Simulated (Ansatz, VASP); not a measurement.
# Mn: VASP beside Ansatz

```
CELL_PARAMETERS angstrom
2.30923 0.00000 0.00000
0.00000 2.30923 0.00000
0.00000 0.00000 2.30923
ATOMIC_POSITIONS crystal
Mn 0.00000 0.00000 0.00000
```

Alike in both runs: functional RPBE; k mesh 13 × 13 × 13; occupations fermi-dirac, width 0.05 eV; collinear spin.

Ansatz relaxed the structure, and its values are those at the end. VASP's run is a single point on that final structure, the one shown.

|  | VASP | Ansatz |
| --- | --- | --- |
| version | VASP 6.6.1 | Ansatz 0.2.0 |
| potentials or method | VASP PAW PBE potentials, release 64 (Mn_pv) | plane waves (420 eV) with PAW, scalar-relativistic |
| plane-wave cutoff (eV) | 520 | 420 |
| valence electrons in the cell | 13 | 15 |

|  | VASP | Ansatz | Ansatz less VASP |
| --- | --- | --- | --- |
| pressure (GPa) | 0.3 | 0.0 | -0.24 |
| net moment per atom (μB) | 0.62 | 0.62 | -0.007 |
| size of the moment on the site where the two differ most (μB) | 0.62 | 0.60 | -0.024 |

Site moments also hang on the region over which each program counts them. The functional is the same, so the differences come from potentials, cutoffs and numerics. The two sets of potentials don't hold the same shells in valence.

Caveats: the PAW data sets were made with another functional, which shifts forces and pressure a little (VASP).
